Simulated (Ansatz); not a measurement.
# C (P6_3/mmc) in Ansatz: notebook, part 2 of 2

Ansatz 0.2.0.

**3. Single point, PBE**

The COD entry that gives the cell may itself be a prediction, so a difference from it is no test against experiment.

input.yaml

```yaml
crystal:
  lattice:
    - [2.5221, 0.0, 0.0]
    - [-1.26105, 2.1842026709, 0.0]
    - [0.0, 0.0, 12.3557]
  atoms:
    - { symbol: C, position: [0.6666666667, 0.3333333333, 0.35417] }
    - { symbol: C, position: [0.3333333333, 0.6666666667, 0.85417] }
    - { symbol: C, position: [0.6666666667, 0.3333333333, 0.14583] }
    - { symbol: C, position: [0.3333333333, 0.6666666667, 0.64583] }
    - { symbol: C, position: [0.6666666667, 0.3333333333, 0.47917] }
    - { symbol: C, position: [0.3333333333, 0.6666666667, 0.97917] }
    - { symbol: C, position: [0.6666666667, 0.3333333333, 0.02083] }
    - { symbol: C, position: [0.3333333333, 0.6666666667, 0.52083] }
    - { symbol: C, position: [0.0, 0.0, 0.8125] }
    - { symbol: C, position: [0.0, 0.0, 0.3125] }
    - { symbol: C, position: [0.0, 0.0, 0.6875] }
    - { symbol: C, position: [0.0, 0.0, 0.1875] }
hamiltonian:
  xc: pbe
  pseudopotentials: { kind: paw }
kpoints:
  mp_grid: { grid: [12, 12, 3] }
scf:
  occupations: { method: gaussian, width: 0.015 }
output:
  forces: true
  stress: true
  eigenvalues: true
```

Potentials or basis: Ansatz PAW.

Started as:

```console
> ansatz run input.yaml --threads 4 --pin off --max-ram 11264MiB --backend cpu --events-out ev --progress --plain --runs-dir out
```

The log of the run:

```text
Warning: RAYON_NUM_THREADS=4 ignored (pool sized by the plan → 4); use --threads N
Engine: ansatz 0.2.0, x86_64-unknown-linux-gnu
Pseudopotentials: kind: paw
Pseudopotential: C, paw, valence charge 4, recommended cutoff 420 eV (normal), C.paw.azcp
Functional definition: PBE
  parameter kappa = 0.804
  parameter beta = 0.06672455060314922
  exchange = pbe_x(kappa = kappa, mu = beta*pi^2/3)
  correlation = pbe_c(beta = beta)
Crystal: 12 atoms, lattice volume = 68.065 Å³
Basis set: ecut = 420 eV, 1355 PW (Γ), exchange–correlation on 36×36×180 points (8 copies of the dense FFT grid, shifted against one another)
Bands: 36, of which v1, the nominal top of the filled ones, is band 24 counted from 1 (23 counted from 0)
Symmetry: 24 space group operations
Space group: P63/mmc (ITA 194), of the structure as read, at distance tolerance 4.1e-5 Å
k-points: 38 of 432
Non-local potential: C, projectors of the file, l = 0: 2, l = 1: 2, l = 2: 1
PAW form: soft (Blöchl's): semilocal exchange-correlation on the pseudo side does not see the compensation charge
PAW one-centre angular grid: C, 110 points (default); XC on 64 Gauss nodes
Initial density: superposition of atomic densities (neutral atoms: chi_scale 0, normalization atom), corrected by the library's trained network
Initial wavefunctions: pseudopotential atomic-orbital guess
Functional: x = pbe(κ = 0.804, μ = 0.2195149727645171), c = pbe(β = 0.06672455060314922)
SCF iter   1: F=—  HF=-3009.604134 eV  |F-HF|=—  |Δ(HF+E_count)|=         —  Δρ=3.07e-3  dr2=3.71e-3  ethr=1.77e-3  ⟨swp⟩=6.3  Hψ=6375  notcnv=0  defer=33
preconditioner: auto → none  [insulator: Δε(μ)=4.396 eV  Ē_g=17.041 eV  σ=0.015 eV  W_gap=1.00  n_scr=10 (ndim 8)  ℏωp=31.2 eV  f_vac=0.000  D(μ)=0.00/eV (n_scr^D=0)  ε∞_Penn≈4.3]
SCF iter   2: F=—  HF=-3009.603842 eV  |F-HF|=—  |Δ(HF+E_count)|=   2.93e-4  Δρ=1.39e-3  dr2=4.16e-4  ethr=7.73e-6  ⟨swp⟩=2.1  Hψ=2758  notcnv=0  defer=213
SCF iter   3: F=—  HF=-3009.604080 eV  |F-HF|=—  |Δ(HF+E_count)|=   2.39e-4  Δρ=4.25e-4  dr2=3.91e-5  ethr=8.66e-7  ⟨swp⟩=2.7  Hψ=2065  notcnv=0  defer=102
automatic band count: iteration 3 solves 33 bands in place of 36: the levels show a gap, and the empty bands left out lie too high to hold charge; the band table lists the bands solved (type scf.n_extra_bands for more)
SCF iter   4: F=—  HF=-3009.604100 eV  |F-HF|=—  |Δ(HF+E_count)|=   2.02e-5  Δρ=5.75e-5  dr2=6.46e-7  ethr=8.15e-8  ⟨swp⟩=2.5  Hψ=2050  notcnv=0  defer=102
iter 5 did not close the SCF: its close was put off for the readings that it lacked (scf_convergence_deferred on its scf_iter line)
SCF iter   5: F=-3009.604101 eV  HF=-3009.604101 eV  |F-HF|=4.52e-9  |Δ(HF+E_count)|=   9.60e-7  Δρ=4.46e-6  dr2=6.09e-9  ethr=1.35e-9  ⟨swp⟩=2.0  Hψ=2005  notcnv=0  defer=102
SCF iter   6: F=-3009.604101 eV  HF=-3009.604101 eV  |F-HF|=4.01e-10  |Δ(HF+E_count)|=   5.38e-9  Δρ=8.94e-7  dr2=2.41e-10  ethr=1.27e-11  ⟨swp⟩=5.2  Hψ=4309  notcnv=0
SCF 1 converged in 6 iterations: F = -3009.604101 eV  dr2 = 2.41e-10
SCF converged after 6 iterations
Free energy (F): -3009.604101 eV
Harris-Foulkes:  -3009.604101 eV  (|F-HF|=4.01e-10)
Internal energy: -3009.604101 eV  (E = F + TS)
E sigma→0 (E₀):  -3009.604101 eV
Fermi energy:    15.601281 eV
--- Per-component energies (eV) ---
  E_band       = 208.175738
  E_kinetic    = 1107.162490
  E_local      = -736.279029  (includes V_loc(G=0)·N_el)
  E_nonlocal   = 319.991740
  E_hartree    = 161.513619
  E_xc         = -584.640020
  E_vxc        = -725.813848  (∫ρ·V_xc dr)
  E_paw        = -1190.630569  (= ΣΔE_a)
  E_vpaw       = -79.912876  (= ΣTr[D̂ρ^β])
  E_aug_tail   = 0.000106  (compensation charges beyond the density's cutoff)
  E_ewald      = -2086.722438
  E_smearing   = -0.000000  (= −TS)
  E_closure    = 0.000000  (closes the sum)
  Σ components = -3009.604101   (vs F -3009.604101, Δ=0.00e0)
--- Forces (eV/Å), atoms counted from 1 ---
  atom   1  C     -0.00000000    -0.00000000     0.31038851
  atom   2  C      0.00000000     0.00000000     0.31038851
  atom   3  C     -0.00000000    -0.00000000    -0.31038851
  atom   4  C      0.00000000     0.00000000    -0.31038851
  atom   5  C     -0.00000000     0.00000000    -0.02687191
  atom   6  C      0.00000000    -0.00000000    -0.02687191
  atom   7  C     -0.00000000     0.00000000     0.02687191
  atom   8  C     -0.00000000    -0.00000000     0.02687191
  atom   9  C      0.00000000    -0.00000000     0.33057239
  atom  10  C      0.00000000     0.00000000     0.33057239
  atom  11  C      0.00000000    -0.00000000    -0.33057239
  atom  12  C      0.00000000     0.00000000    -0.33057239
  max |Σ_I F_I| component: 1.11e-16 eV/Å
--- Stress (GPa, compression-positive) ---
       -0.647409       0.000000       0.000000
        0.000000      -0.647409       0.000000
        0.000000       0.000000       7.531176
  P = ⅓ Tr σ = 2.0788 GPa (20.788 kbar)
--- Band table (eV; the first three rows and the last of 38) ---
  k-point 0: bands = ["-8.1721", "-7.4269", "-7.3817", "-5.1621", "-5.1394", "-2.3718", "-0.0761", "3.9327", "3.9758", "9.5362", "9.6118", "10.4420", "10.4420", "10.8914", "10.8914", "11.0472", "11.0472", "12.2776", "12.2776", "12.4202", "12.4202", "13.2570", "13.4076", "13.4076", "18.7129", "18.7129", "19.0775", "19.7852", "19.7852", "20.2937", "20.2937", "20.3744", "20.9199"]
  k-point 1: bands = ["-8.0865", "-7.8304", "-6.8114", "-6.0574", "-4.1142", "-3.0291", "0.7229", "2.2288", "5.7956", "7.6926", "10.5007", "10.5007", "10.6729", "10.6729", "11.3185", "11.3658", "11.3658", "11.8284", "11.8284", "12.6912", "12.8600", "12.8600", "13.2526", "13.2526", "18.8990", "18.8990", "19.3654", "19.3654", "19.3862", "19.9932", "20.7023", "20.7023", "21.1080"]
  k-point 2: bands = ["-8.0014", "-7.2577", "-7.2120", "-4.9978", "-4.9744", "-2.2201", "0.0808", "4.0536", "4.0976", "9.5208", "9.5816", "9.6002", "10.0620", "10.0882", "10.2224", "10.5648", "10.6841", "11.5217", "11.6894", "12.0203", "12.1252", "12.6993", "12.9907", "13.1478", "18.8056", "19.1048", "19.3466", "19.7106", "20.1472", "20.2311", "20.6611", "20.8205", "21.2865"]
  k-point 37: bands = ["-0.9562", "-0.9562", "-0.7331", "-0.6694", "-0.4325", "-0.4325", "1.5526", "1.5526", "1.7530", "2.1198", "2.5445", "2.5445", "3.9157", "3.9157", "4.3326", "5.0616", "5.3104", "5.3104", "7.4941", "7.4941", "7.7681", "8.3603", "8.7031", "8.7031", "19.1850", "19.1850", "20.0684", "21.1083", "21.8739", "21.8739", "24.4738", "24.5870", "24.5870"]
```

It took 2.1 s on 4 threads of Intel Xeon at 2.70GHz, shared host; peak memory 0.42 GiB.

What came out:

* Free energy: -3009.6041 eV
* Pressure: 2.1 GPa
* Largest force: 0.331 eV/Å
* Band gap on the k mesh: 4.39 eV, indirect (least direct gap 5.31 eV)

Forces on the atoms (eV/Å):
```
C    0.000  0.000  0.310
C    0.000  0.000  0.310
C    0.000  0.000 -0.310
C    0.000  0.000 -0.310
C    0.000  0.000 -0.027
C    0.000  0.000 -0.027
C    0.000  0.000  0.027
C    0.000  0.000  0.027
C    0.000  0.000  0.331
C    0.000  0.000  0.331
C    0.000  0.000 -0.331
C    0.000  0.000 -0.331
```

Levels at points of the mesh, in eV from the valence-band top:
```csv
k point,band 21,band 22,band 23,band 24,band 25,band 26,band 27,band 28
"(0.00, 0.00, 0.00)",-0.99,-0.15,0.00,0.00,5.31,5.31,5.67,6.38
"(0.00, -0.50, 0.00)",-4.06,-4.06,-3.64,-2.89,4.53,5.10,5.27,5.62
```

Caveat: odd divisions of the mesh miss points on the zone boundary, where band edges often lie, so the gap on the mesh can be too wide; the pressure holds a Pulay correction of +1.0 GPa for the finite cutoff.

**4. Relaxation of cell and atoms, BLYP+D3(BJ)**

Edit input.yaml of step 3 so:

```diff
@@ -19,4 +19,5 @@
 hamiltonian:
-  xc: pbe
+  xc: blyp
   pseudopotentials: { kind: paw }
+  dispersion: d3bj
 kpoints:
@@ -24,3 +25,3 @@
 scf:
-  occupations: { method: gaussian, width: 0.015 }
+  occupations: { method: fermi_dirac, width: 0.05 }
 output:
@@ -28,2 +29,5 @@
   stress: true
-  eigenvalues: true
+relax:
+  f_tol: 0.01
+  max_steps: 40
+  cell: { stress_tol: 0.05 }
```

Started as:

```console
> ansatz run input.yaml --threads 4 --pin off --max-ram 11264MiB --backend cpu --events-out ev --progress --plain --runs-dir out
```

Wall time 16 s (4 threads of Intel Xeon at 2.70GHz, shared host); peak memory 0.45 GiB.

It converged, with:

```
Free energy                            : -3022.2280 eV
Relaxed volume                         : 5.69 Å³/atom
Relaxed cell                           : a = 2.519 Å, b = 2.519 Å, c = 12.420 Å, α = 90.00°, β = 90.00°, γ = 120.00°
Space group after relaxing (to 0.05 Å) : P6_3/mmc (No. 194)
Energy gained by relaxing              : 1.6 meV/atom
Ionic steps                            : 7
Pressure after relaxing                : 0.0 GPa
Band gap on the k mesh                 : 4.74 eV
```

The path:
```tsv
step	energy change (eV)	largest force (eV/Å)	volume (Å³)
1	0.0000	0.3203	68.06
2	-0.0131	0.3411	68.16
3	-0.0166	0.1819	68.19
4	-0.0176	0.0011	68.22
5	-0.0192	0.0019	68.22
6	-0.0192	0.0001	68.22
7	-0.0192	0.0001	68.22
```

Final structure:
```xyz
12
Lattice="2.5185 0.0000 0.0000 -1.2593 2.1811 0.0000 0.0000 0.0000 12.4202" Properties=species:S:1:pos:R:3 pbc="T T T"
C     1.2593    0.7270    4.4081
C     0.0000    1.4541   10.6182
C     1.2593    0.7270    1.8020
C     0.0000    1.4541    8.0121
C     1.2593    0.7270    5.9522
C     0.0000    1.4541   12.1623
C     1.2593    0.7270    0.2579
C     0.0000    1.4541    6.4680
C     0.0000    0.0000   10.0995
C     0.0000    0.0000    3.8894
C     0.0000    0.0000    8.5308
C     0.0000    0.0000    2.3207
```

Caveat: odd divisions of the mesh miss points on the zone boundary, where band edges often lie, so the gap on the mesh can be too wide; the plane-wave basis is chosen anew once the cell has moved, so the energies of steps on either side of that aren't comparable; the pressure holds a Pulay correction of +1.2 GPa for the finite cutoff; the PAW data sets come from PBE, with cores solved anew for the run's functional, which leaves a small shift of forces and pressure. A k mesh can miss the band edges.

**5. Relaxation of cell and atoms, PBEsol+D3(BJ)**

Edit input.yaml of step 4 so:

```diff
@@ -19,3 +19,3 @@
 hamiltonian:
-  xc: blyp
+  xc: pbesol
   pseudopotentials: { kind: paw }
```

Started as:

```console
> ansatz run input.yaml --threads 4 --pin off --max-ram 11264MiB --backend cpu --events-out ev --progress --plain --runs-dir out
```

Run time: 17 s. Hardware: 4 threads of Intel Xeon at 2.70GHz, shared host; peak memory 0.45 GiB.

Results (log left out):

```yaml
Free_energy: -2961.5293 eV
Relaxed_volume: 5.57 Å³/atom
Relaxed_cell: a = 2.501 Å, b = 2.501 Å, c = 12.334 Å, α = 90.00°, β = 90.00°, γ = 120.00°
Space_group_after_relaxing_to_0.05_Å: P6_3/mmc (No. 194)
Energy_gained_by_relaxing: 4.3 meV/atom
Ionic_steps: 8
Pressure_after_relaxing: 0.0 GPa
Band_gap_on_the_k_mesh: 4.38 eV
```

Step by step:
```tsv
step	energy change (eV)	largest force (eV/Å)	volume (Å³)
1	0.0000	0.3379	68.06
2	-0.0473	0.3260	67.28
3	-0.0587	0.0964	66.82
4	-0.0591	0.0319	66.81
5	-0.0591	0.0005	66.83
6	-0.0516	0.0012	66.83
7	-0.0518	0.0001	66.80
8	-0.0516	0.0001	66.80
```

Final structure:
```
C
1.0
     2.50079    0.00000    0.00000
    -1.25039    2.16574    0.00000
     0.00000    0.00000   12.33389
C
12
Direct
  0.66667 0.33333 0.35493
  0.33333 0.66667 0.85493
  0.66667 0.33333 0.14507
  0.33333 0.66667 0.64507
  0.66667 0.33333 0.47923
  0.33333 0.66667 0.97923
  0.66667 0.33333 0.02077
  0.33333 0.66667 0.52077
  0.00000 0.00000 0.81313
  0.00000 0.00000 0.31313
  0.00000 0.00000 0.68687
  0.00000 0.00000 0.18687
```

Caveat: odd divisions of the mesh miss points on the zone boundary, where band edges often lie, so the gap on the mesh can be too wide; the plane-wave basis is chosen anew once the cell has moved, so the energies of steps on either side of that aren't comparable; the pressure holds a Pulay correction of +1.0 GPa for the finite cutoff; the PAW data sets come from PBE, with cores solved anew for the run's functional, which leaves a small shift of forces and pressure. A k mesh can miss the band edges.

**6. Relaxation of cell and atoms, PBEsol+D4**

Edit input.yaml of step 5 so:

```diff
@@ -21,3 +21,3 @@
   pseudopotentials: { kind: paw }
-  dispersion: d3bj
+  dispersion: d4
 kpoints:
```

Potentials or basis: Ansatz PAW.

Started as:

```console
> ansatz run input.yaml --threads 4 --pin off --max-ram 11264MiB --backend cpu --events-out ev --progress --plain --runs-dir out
```

Wall time 19 s (4 threads of Intel Xeon at 2.70GHz, shared host); peak memory 0.45 GiB.

The run converged. Its results:

| Quantity | Value |
| --- | --- |
| Free energy | -2961.3958 eV |
| Relaxed volume | 5.58 Å³/atom |
| Relaxed cell | a = 2.502 Å, b = 2.502 Å, c = 12.341 Å, α = 90.00°, β = 90.00°, γ = 120.00° |
| Space group after relaxing (to 0.05 Å) | P6_3/mmc (No. 194) |
| Energy gained by relaxing | 3.9 meV/atom |
| Ionic steps | 7 |
| Pressure after relaxing | 0.0 GPa |
| Band gap on the k mesh | 4.38 eV |

Step by step:
```csv
step,energy change (eV),largest force (eV/Å),volume (Å³)
1,0.0000,0.3380,68.06
2,-0.0423,0.3261,67.35
3,-0.0526,0.1043,66.94
4,-0.0531,0.0049,66.93
5,-0.0463,0.0048,66.93
6,-0.0465,0.0003,66.91
7,-0.0463,0.0003,66.91
```

Final structure:
```
CELL_PARAMETERS angstrom
2.50213 0.00000 0.00000
-1.25107 2.16691 0.00000
0.00000 0.00000 12.34052
ATOMIC_POSITIONS crystal
C 0.66667 0.33333 0.35492
C 0.33333 0.66667 0.85492
C 0.66667 0.33333 0.14508
C 0.33333 0.66667 0.64508
C 0.66667 0.33333 0.47923
C 0.33333 0.66667 0.97923
C 0.66667 0.33333 0.02077
C 0.33333 0.66667 0.52077
C 0.00000 0.00000 0.81313
C 0.00000 0.00000 0.31313
C 0.00000 0.00000 0.68687
C 0.00000 0.00000 0.18687
```

Caveat: odd divisions of the mesh miss points on the zone boundary, where band edges often lie, so the gap on the mesh can be too wide; the plane-wave basis is chosen anew once the cell has moved, so the energies of steps on either side of that aren't comparable; the pressure holds a Pulay correction of +1.0 GPa for the finite cutoff; the PAW data sets come from PBE, with cores solved anew for the run's functional, which leaves a small shift of forces and pressure.

**7. The runs side by side**

| task | level | cell | smearing | gap on the mesh (eV) | pressure (GPa) | relaxed volume (Å³/atom) |
| --- | --- | --- | --- | --- | --- | --- |
| relaxation of cell and atoms | BLYP+D4 | relaxed | fermi-dirac 0.05 eV | 4.74 | 0.0 | 5.68 |
| single point | PBE | as given | gaussian 0.015 eV | 4.39 | 2.1 | - |
| relaxation of cell and atoms | BLYP+D3(BJ) | relaxed | fermi-dirac 0.05 eV | 4.74 | 0.0 | 5.69 |
| relaxation of cell and atoms | PBEsol+D3(BJ) | relaxed | fermi-dirac 0.05 eV | 4.38 | 0.0 | 5.57 |
| relaxation of cell and atoms | PBEsol+D4 | relaxed | fermi-dirac 0.05 eV | 4.38 | 0.0 | 5.58 |

Alike in all rows: potentials or basis Ansatz PAW; no spin polarisation; k mesh 12 × 12 × 3; cutoff (eV) 420.

Caveats: odd divisions of the mesh miss points on the zone boundary, where band edges often lie, so the gap on the mesh can be too wide; the plane-wave basis is chosen anew once the cell has moved, so the energies of steps on either side of that aren't comparable (some runs); the PAW data sets come from PBE, with cores solved anew for the run's functional, which leaves a small shift of forces and pressure (some runs).

Total energies depend on the potentials used, so only differences within one code and one set of settings carry meaning.
